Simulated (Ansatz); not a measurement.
**Cu: hydrostatic pressure series**

Computed with DFT PBEsol, scalar-relativistic, plane waves, PAW in Ansatz. Settings: 420 eV cutoff, 18×18×6 k-mesh, Gaussian smearing of 0.10 eV, no spin polarisation.

Starting point, cell and atoms relaxed:

```xyz
4
Lattice="2.5198 0.0000 0.0000 -1.2599 2.1822 0.0000 0.0000 0.0000 8.2353" Properties=species:S:1:pos:R:3 pbc="T T T"
Cu    0.0000    0.0000    0.0000
Cu    0.0000    1.4548    2.0588
Cu    0.0000    0.0000    4.1176
Cu    1.2599    0.7274    6.1764
```

Cell and atoms are relaxed at each pressure within the symmetry of the start, at zero temperature, so transitions that lower the symmetry aren't seen. The k-mesh given is that at zero pressure and may differ at others.

**Question.** Give the structure at 8 GPa.

**Answer.**
```xyz
4
Lattice="2.4838 0.0000 0.0000 -1.2419 2.1511 0.0000 0.0000 0.0000 8.1193" Properties=species:S:1:pos:R:3 pbc="T T T"
Cu    0.0000    0.0000    0.0000
Cu    0.0000    1.4341    2.0298
Cu    0.0000    0.0000    4.0596
Cu    1.2419    0.7170    6.0895
```
Symmetry: P6_3/mmc, No. 194, hexagonal system. Conventional cell: a = 2.484 Å, b = 2.484 Å, c = 8.119 Å, α = 90.00°, β = 90.00°, γ = 120.00°. Cu (site symmetry -3m) is surrounded by 12 Cu at 2.48 to 2.49 Å. Cu (site symmetry -6m2) is surrounded by 12 Cu at 2.48 to 2.49 Å.

This form isn't the element's structure at ambient conditions.